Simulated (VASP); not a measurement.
# SnSe2 (P-3m1) in VASP: further runs

One crystal, SnSe2, is run at these levels: LDA; tasks: single point.

Everything below comes from runs of VASP 6.6.1. Logs are shortened: lines on timing, memory, paths and dates and some standing lists are left out, and cuts for length are marked.

## 1. Starting point

It takes space group P-3m1 (No. 164, trigonal). Conventional cell: a = 3.811 Å, b = 3.811 Å, c = 6.136 Å, α = 90.00°, β = 90.00°, γ = 120.00°. Sn (site symmetry -3m) has 6 Se at 2.68 Å as nearest neighbours. Se (site symmetry 3m) is surrounded by 3 Sn at 2.68 Å.

## 2. Single point, LDA

Contents of INCAR:

```
SYSTEM = SnSe2
PREC     = Accurate       ! precision mode
ENCUT    = 450            ! plane-wave cutoff, eV
EDIFF    = 1E-7           ! SCF threshold, eV
ISMEAR   = 0              ! smearing method
SIGMA    = 0.1            ! smearing width, eV
LREAL    = .False.        ! projectors in reciprocal space
LASPH    = .True.         ! aspherical terms in the spheres
NELM     = 100            ! most SCF steps
ALGO     = Normal         ! electronic algorithm
ISIF     = 2              ! what is computed and relaxed
LWAVE    = .False.        ! write WAVECAR
LCHARG   = .False.        ! write CHGCAR
NBANDS   = 20             ! bands
ADDGRID  = .False.
```

Contents of KPOINTS:

```
regular mesh
0
Gamma
  5 5 3
  0 0 0
```

Contents of POSCAR:

```
SnSe2
1.0
    3.8110000000      0.0000000000      0.0000000000
   -1.9055000000      3.3004228138      0.0000000000
    0.0000000000      0.0000000000      6.1360000000
Sn Se
1 2
Direct
    0.0255860000      0.0074750000      0.0043360000
    0.6613810000      0.3516810000      0.7467700000
    0.3595740000      0.6870860000      0.2661230000
```

Potentials or basis: VASP PAW LDA potentials, release 64 (Sn_d, Se).

Started as:

```
$ cat potpaw_LDA.64/Sn_d/POTCAR potpaw_LDA.64/Se/POTCAR > POTCAR
$ mpirun -np 1 vasp_std > vasp.out
```

OUTCAR:

```text
SYSTEM = SnSe2
   PREC = Accurate
   ENCUT = 450
   EDIFF = 1E-7
   ISMEAR = 0
   LREAL = .False.
   LASPH = .True.
   NELM = 100
   ISIF = 2

 Found     38 irreducible k-points:

 Following reciprocal coordinates:
            Coordinates               Weight
  0.000000  0.000000  0.000000      1.000000
  0.200000 -0.000000  0.000000      2.000000
  0.000000  0.200000  0.000000      2.000000
 -0.200000  0.200000  0.000000      2.000000
  0.400000 -0.000000  0.000000      2.000000
  0.000000  0.400000  0.000000      2.000000
   k-points           NKPTS =     38   k-points in BZ     NKDIM =     38   number of bands    NBANDS=     20
   number of dos      NEDOS =    301   number of ions     NIONS =      3
   total plane-waves  NPLWV =  32928
   dimension x,y,z NGX =    28 NGY =   28 NGZ =   42
   dimension x,y,z NGXF=    56 NGYF=   56 NGZF=   84
   ions per type =               1   2
   NGX,Y,Z   is equivalent  to a cutoff of  12.21, 12.21, 11.38 a.u.
   NGXF,Y,Z  is equivalent  to a cutoff of  24.43, 24.43, 22.76 a.u.
 SYSTEM =  SnSe2
   PREC   = accura    normal or accurate (medium, high low for compatibility)
   ISTART =      0    job   : 0-new  1-cont  2-samecut
   ICHARG =      2    charge: 1-file 2-atom 10-const
   ISPIN  =      1    spin polarized calculation?
   LNONCOLLINEAR =      F non collinear calculations
   LSORBIT =      F    spin-orbit coupling
   LASPH  =      T    aspherical Exc in radial PAW
   ENCUT  =  450.0 eV  33.07 Ry    5.75 a.u.   6.59  6.59 10.61*2*pi/ulx,y,z
   NELM   =    100;   NELMIN=  2; NELMDL= -5     # of ELM steps
   EDIFF  = 0.1E-06   stopping-criterion for ELM
   LREAL  =      F    real-space projection
   EDIFFG = 0.1E-05   stopping-criterion for IOM
   NSW    =      0    number of steps for IOM
   IBRION =     -1    ionic relax: 0-MD 1-quasi-New 2-CG
   NFREE  =      0    steps in history (QN), initial steepest desc. (CG)
   ISIF   =      2    stress and relaxation
   ISYM   =      2    0-nonsym 1-usesym 2-fastsym
   POTIM  = 0.5000    time-step for ionic-motion
   TEBEG  =    0.0;   TEEND  =   0.0 temperature during run
   PSTRESS=    0.0 pullay stress
   NELECT =      26.0000    total number of electrons
   NUPDOWN=      -1.0000    fix difference up-down
   EMIN   =  10.00;   EMAX   =-10.00  energy-range for DOS
   EFERMI =   0.00;   METHOD = LEGACY
   ISMEAR =     0;   SIGMA  =   0.10  broadening in eV -4-tet -1-fermi 0-gaus
   EFERMI_NEDOS =   21; number of points for ismear=-14 and -15
   IALGO  =     38    algorithm
   IMIX   =      4    mixing-type and parameters
     AMIX     =   0.40;   BMIX     =  1.00
     AMIX_MAG =   1.60;   BMIX_MAG =  1.00
  volume/ion in A,a.u.               =      25.73       173.61
  Fermi-wavevector in a.u.,A,eV,Ry     =   1.139116  2.152617 17.654722  1.297585
  Thomas-Fermi vector in A             =   2.275820
   LORBIT       =      0    0 simple, 1 ext, 2 COOP (PROOUT), +10 PAW based schemes
   GGA     = CA    functional components
   LHFCALC =     F    Hartree Fock is set to
   AEXX    =    0.0000 exact exchange contribution
   IVDW    =     0    specifies the selected vdW correction
   LEPSILON=     F    determine dielectric tensor
   LRPA    =     F    only Hartree local field effects (RPA)
 non-spin polarized calculation
 Gauss-broadening in eV      SIGMA  =   0.10
  energy-cutoff  :      450.00
  volume of cell :       77.18
 maximum number of plane-waves:      1701
 NGX is ok and might be reduce to    28
   NGX = 13   NGY = 13   NGZ = 21

 number of electron      26.0000001 magnetization

 Free energy of the ion-electron system (eV)
  ---------------------------------------------------
  ext. energy  EPLUGINS =         0.00000000
  ---------------------------------------------------
  free energy    TOTEN  =       -13.70104865 eV

  energy without entropy =      -13.70099896  energy(sigma->0) =      -13.70102380

 E-fermi :   4.3642     XC(G=0):  -9.8230

 val. band max:        4.1590317948   @ k =   0.2000  -0.0000   0.0000
 cond. band min:       4.5685444372   @ k =   0.4000  -0.4000   0.3333
 fundamental gap:      0.4095126424
 Fermi energy:         4.3641572659

 k-point     1 :       0.0000    0.0000    0.0000
  band No.  band energies     occupation
      1     -17.0603      2.00000
      2     -17.0562      2.00000
      3     -17.0167      2.00000
      4     -17.0058      2.00000
      5     -17.0045      2.00000
      6      -9.7493      2.00000
[... 12 lines left out ...]
     19      13.0711      0.00000
     20      13.2536      0.00000

 k-point     2 :       0.2000   -0.0000    0.0000
  band No.  band energies     occupation
      1     -17.0778      2.00000
      2     -17.0436      2.00000
      3     -17.0170      2.00000
      4     -17.0035      2.00000
      5     -17.0011      2.00000
      6      -9.3656      2.00000
[... 12 lines left out ...]
     19      12.0403      0.00000
     20      13.4698      0.00000

 k-point     3 :       0.0000    0.2000    0.0000
  band No.  band energies     occupation
      1     -17.0738      2.00000
      2     -17.0472      2.00000
      3     -17.0151      2.00000
      4     -17.0057      2.00000
      5     -17.0008      2.00000
      6      -9.3648      2.00000
[... 12 lines left out ...]
     19      12.1307      0.00000
     20      13.4697      0.00000

 k-point     4 :      -0.2000    0.2000    0.0000
  band No.  band energies     occupation
      1     -17.0736      2.00000
      2     -17.0466      2.00000
      3     -17.0146      2.00000
      4     -17.0065      2.00000
      5     -17.0011      2.00000
      6      -9.3669      2.00000
[... 12 lines left out ...]
     19      12.1946      0.00000
     20      13.4933      0.00000

 k-point     5 :       0.4000   -0.0000    0.0000
  band No.  band energies     occupation
      1     -17.1096      2.00000
      2     -17.0343      2.00000
      3     -17.0288      2.00000
      4     -16.9879      2.00000
      5     -16.9811      2.00000
      6      -8.4487      2.00000
[... 12 lines left out ...]
     19      13.5745      0.00000
     20      14.5195      0.00000

 k-point     6 :       0.0000    0.4000    0.0000
  band No.  band energies     occupation
      1     -17.1046      2.00000
      2     -17.0378      2.00000
      3     -17.0269      2.00000
      4     -16.9903      2.00000
      5     -16.9814      2.00000
      6      -8.4319      2.00000
[... 12 lines left out ...]
     19      13.5925      0.00000
     20      14.4293      0.00000

 [... further k-points ...]

------------------------ aborting loop because EDIFF is reached ----------------------------------------

  FORCE on cell =-STRESS in cart. coord.  units (eV):
  Direction    XX          YY          ZZ          XY          YZ          ZX
  --------------------------------------------------------------------------------------
  -------------------------------------------------------------------------------------
  Total       -0.3693227     -0.4004387     -0.7377933      0.0756124     -0.1033802     -0.5018410
  in kB       -7.6669513     -8.3129028    -15.3162140      1.5696741     -2.1461204    -10.4179632
  external PRESSURE =     -10.4320227 kB  Pullay stress =       0.0000000 kB

 VOLUME and BASIS-vectors are now :
 -----------------------------------------------------------------------------
  energy-cutoff  :      450.00
  volume of cell :       77.18
      direct lattice vectors                 reciprocal lattice vectors
     3.811000000  0.000000000  0.000000000     0.262398321  0.151495741  0.000000000
    -1.905500000  3.300422814  0.000000000     0.000000000  0.302991482  0.000000000
     0.000000000  0.000000000  6.136000000     0.000000000  0.000000000  0.162972621

 POSITION                                       TOTAL-FORCE (eV/Angst)
 -----------------------------------------------------------------------------------
      0.08326      0.02467      0.02661        -0.374643      0.111478      0.274031
      1.85039      1.16070      4.58218         0.388823     -0.023495      0.003826
      0.06109      2.26767      1.63293        -0.014179     -0.087983     -0.277857
 -----------------------------------------------------------------------------------
    total drift:                               -0.000095     -0.000175      0.000404

  FREE ENERGIE OF THE ION-ELECTRON SYSTEM (eV)
  ---------------------------------------------------
  free  energy   TOTEN  =       -13.7010486474 eV

  energy  without entropy=      -13.7009989588  energy(sigma->0) =      -13.70102380
```

Wall time 22 s (1 thread of Intel Xeon 6975P-C (Granite Rapids), shared host); peak memory 0.17 GiB.

The run converged, but some of its settings lie outside the range that counts as converged, so its numbers aren't taken as properties of the crystal.

Results:

```yaml
Free_energy: -13.7010 eV
Pressure: -1.0 GPa
Largest_force: 0.477 eV/Å
Band_gap_on_the_k_mesh: 0.41 eV, indirect (least direct gap 0.86 eV)
```

Caveat: spin-orbit coupling is left out, which moves the levels of the heavy elements; an odd mesh through Γ misses points on the zone boundary, where band edges often lie.

## 3. Single point, LDA

INCAR, as its differences from that of step 2:

```diff
@@ -5,3 +5,3 @@
 ISMEAR   = 0              ! smearing method
-SIGMA    = 0.1            ! smearing width, eV
+SIGMA    = 0.01           ! smearing width, eV
 LREAL    = .False.        ! projectors in reciprocal space
```

KPOINTS is that of step 2.

Contents of POSCAR:

```
SnSe2
1.0
    3.8110000000      0.0000000000      0.0000000000
   -1.9055000000      3.3004228138      0.0000000000
    0.0000000000      0.0000000000      6.1360000000
Sn Se
1 2
Direct
    0.0000000000      0.0000000000      0.0000000000
    0.6666666667      0.3333333333      0.7510000000
    0.3333333333      0.6666666667      0.2490000000
```

Potentials or basis: VASP PAW LDA potentials, release 64 (Sn_d, Se).

Started as:

```
$ cat potpaw_LDA.64/Sn_d/POTCAR potpaw_LDA.64/Se/POTCAR > POTCAR
$ mpirun -np 1 vasp_std > vasp.out
```

Wall time 7.5 s (1 thread of Intel Xeon 6975P-C (Granite Rapids), shared host); peak memory 0.15 GiB.

The run converged, but some of its settings lie outside the range that counts as converged, so its numbers aren't taken as properties of the crystal.

What came out:

| Property | Result |
| --- | --- |
| Free energy | -13.7160 eV |
| Pressure | 1.1 GPa |
| Largest force | 0.457 eV/Å |
| Band gap on the k mesh | 0.66 eV, indirect (least direct gap 0.89 eV) |

Caveat: spin-orbit coupling is left out, which moves the levels of the heavy elements; an odd mesh through Γ misses points on the zone boundary, where band edges often lie.

## 4. Single point, LDA

INCAR is that of step 3.

KPOINTS is that of step 3.

Contents of POSCAR:

```
SnSe2
1.0
    3.8110000000      0.0000000000      0.0000000000
   -1.9055000000      3.3004228138      0.0000000000
    0.0000000000      0.0000000000      6.1360000000
Sn Se
1 2
Direct
    0.0255860000      0.0074750000      0.0043360000
    0.6613810000      0.3516810000      0.7467700000
    0.3595740000      0.6870860000      0.2661230000
```

Started as:

```
$ cat potpaw_LDA.64/Sn_d/POTCAR potpaw_LDA.64/Se/POTCAR > POTCAR
$ mpirun -np 1 vasp_std > vasp.out
```

Wall time 22 s (1 thread of Intel Xeon 6975P-C (Granite Rapids), shared host); peak memory 0.18 GiB.

The run converged, but some of its settings lie outside the range that counts as converged, so its numbers aren't taken as properties of the crystal.

What came out:

```yaml
Free_energy: -13.7010 eV
Pressure: -1.0 GPa
Largest_force: 0.477 eV/Å
Band_gap_on_the_k_mesh: 0.41 eV, indirect (least direct gap 0.86 eV)
```

Caveat: spin-orbit coupling is left out, which moves the levels of the heavy elements; an odd mesh through Γ misses points on the zone boundary, where band edges often lie.

## 5. Single point, LDA

INCAR, as its differences from that of step 4:

```diff
@@ -1,3 +1,3 @@
 SYSTEM = SnSe2
-PREC     = Accurate       ! precision mode
+PREC     = Low            ! precision mode
 ENCUT    = 450            ! plane-wave cutoff, eV
@@ -5,3 +5,3 @@
 ISMEAR   = 0              ! smearing method
-SIGMA    = 0.01           ! smearing width, eV
+SIGMA    = 0.05           ! smearing width, eV
 LREAL    = .False.        ! projectors in reciprocal space
```

KPOINTS is that of step 4.

Contents of POSCAR:

```
SnSe2
1.0
    3.8110000000      0.0000000000      0.0000000000
   -1.9055000000      3.3004228138      0.0000000000
    0.0000000000      0.0000000000      6.1360000000
Sn Se
1 2
Direct
    0.0000000000      0.0000000000      0.0000000000
    0.6666666667      0.3333333333      0.7510000000
    0.3333333333      0.6666666667      0.2490000000
```

Started as:

```
$ cat potpaw_LDA.64/Sn_d/POTCAR potpaw_LDA.64/Se/POTCAR > POTCAR
$ mpirun -np 1 vasp_std > vasp.out
```

Run time: 4.6 s. Hardware: 1 thread of Intel Xeon 6975P-C (Granite Rapids), shared host; peak memory 0.12 GiB.

The run converged, but some of its settings lie outside the range that counts as converged, so its numbers aren't taken as properties of the crystal.

Results:

| Item | Value |
| --- | --- |
| Free energy | -13.7151 eV |
| Pressure | 1.1 GPa |
| Largest force | 0.457 eV/Å |
| Band gap on the k mesh | 0.66 eV, indirect (least direct gap 0.89 eV) |

Caveat: spin-orbit coupling is left out, which moves the levels of the heavy elements; an odd mesh through Γ misses points on the zone boundary, where band edges often lie.

## 6. Single point, LDA

INCAR is that of step 5.

KPOINTS is that of step 5.

Contents of POSCAR:

```
SnSe2
1.0
    3.8110000000      0.0000000000      0.0000000000
   -1.9055000000      3.3004228138      0.0000000000
    0.0000000000      0.0000000000      6.1360000000
Sn Se
1 2
Direct
    0.0255860000      0.0074750000      0.0043360000
    0.6613810000      0.3516810000      0.7467700000
    0.3595740000      0.6870860000      0.2661230000
```

Potentials or basis: VASP PAW LDA potentials, release 64 (Sn_d, Se).

Started as:

```
$ cat potpaw_LDA.64/Sn_d/POTCAR potpaw_LDA.64/Se/POTCAR > POTCAR
$ mpirun -np 1 vasp_std > vasp.out
```

Wall time 11 s (1 thread of Intel Xeon 6975P-C (Granite Rapids), shared host); peak memory 0.14 GiB.

These settings aren't checked as converged: the numbers below hold their error.

What came out:

* Free energy: -13.7007 eV
* Pressure: -1.0 GPa
* Largest force: 0.471 eV/Å
* Band gap on the k mesh: 0.41 eV, indirect (least direct gap 0.86 eV)

Caveat: spin-orbit coupling is left out, which moves the levels of the heavy elements; an odd mesh through Γ misses points on the zone boundary, where band edges often lie.

## 7. The reference run

An earlier run on the cell as given: functional PBEsol; potentials or basis VASP PAW PBE potentials, release 64 (Sn_d, Se); cutoff 520 eV; k mesh 8 × 8 × 5; occupations fermi-dirac, width 0.05 eV; no spin polarisation.

* Pressure: 2.6 GPa
* Largest force: 0.622 eV/Å
* Band gap on the k mesh: 0.73 eV, indirect (least direct gap 1.00 eV)
